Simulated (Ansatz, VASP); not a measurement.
# SiC: VASP beside Ansatz

The input POSCAR:

```
SiC
1.0
    3.0760000000      0.0000000000      0.0000000000
   -1.5380000000      2.6638941420      0.0000000000
    0.0000000000      0.0000000000      5.0480000000
Si C
2 2
Direct
    0.3333333333      0.6666666667      0.0000000000
    0.6666666667      0.3333333333      0.5000000000
    0.3333333333      0.6666666667      0.5000000000
    0.6666666667      0.3333333333      1.0000000000
```

Contents of INCAR.step1:

```
SYSTEM = SiC
PREC = Accurate
ENCUT = 520
ISMEAR = 0
SIGMA = 0.1
LREAL = .FALSE.
LASPH = .TRUE.
NELM = 100
NBANDS = 16
GGA = PE
ALGO = Normal
EDIFF = 1E-4
LWAVE = .TRUE.
LCHARG = .FALSE.
```

File INCAR.step2:

```
SYSTEM = SiC
PREC = Accurate
ENCUT = 520
EDIFF = 1E-6
ISMEAR = 0
SIGMA = 0.1
LREAL = .FALSE.
LASPH = .TRUE.
NELM = 100
ALGO = Normal
ISIF = 2
LWAVE = .FALSE.
LCHARG = .TRUE.
METAGGA = R2SCAN
LMIXTAU = .TRUE.
LELF = .TRUE.
LVHAR = .TRUE.
NBANDS = 16
ISTART = 1
```

File KPOINTS:

```
regular mesh
0
G
  6 6 4
  0 0 0
```

Input for Ansatz:

```yaml
crystal:
  lattice:
    - [3.076, 0.0, 0.0]
    - [-1.538, 2.663894142, 0.0]
    - [0.0, 0.0, 5.048]
  atoms:
    - { symbol: Si, position: [0.3333333333, 0.6666666667, 0.0] }
    - { symbol: Si, position: [0.6666666667, 0.3333333333, 0.5] }
    - { symbol: C, position: [0.3333333333, 0.6666666667, 0.5] }
    - { symbol: C, position: [0.6666666667, 0.3333333333, 1.0] }
basis:
  ecutwfc: 600.0
kpoints:
  mp_grid: { grid: [6, 6, 4] }
hamiltonian:
  xc: r2scan
  pseudopotentials: { kind: paw, azcp: { folder: soft_1 } }
scf:
  occupations: { method: gaussian, width: 0.1 }
output:
  forces: true
  stress: true
  eigenvalues: true
```

Measurements of this composition are mostly on another form, of space group No. 186.

Alike in both runs: task single point; functional r2SCAN; k mesh 6 × 6 × 4; occupations gaussian, width 0.1 eV; no spin polarisation.

|  | VASP | Ansatz |
| --- | --- | --- |
| version | VASP 6.6.1 | Ansatz 0.2.0 |
| potentials or method | VASP PAW PBE potentials, release 64 (Si, C) | scalar-relativistic, plane waves, PAW |
| plane-wave cutoff (eV) | 520 | 600 |
| valence electrons in the cell | 16 | 16 |

|  | VASP | Ansatz | Ansatz less VASP |
| --- | --- | --- | --- |
| gap on the k mesh at the Fermi level (eV) | 0.98 | 0.99 | +0.002 |
| least direct gap on the mesh (eV) | 3.27 | 3.26 | -0.006 |
| pressure (GPa) | 10.3 | 10.7 | +0.37 |
| largest component of the traceless stress (GPa) | 8.18 | 8.59 | +0.406 |

Caveats: the PAW data sets were made with another functional, which shifts forces and pressure a little (VASP). r2SCAN opens gaps a little over a GGA but as a rule still falls short of measured ones. A k mesh can miss the band edges.
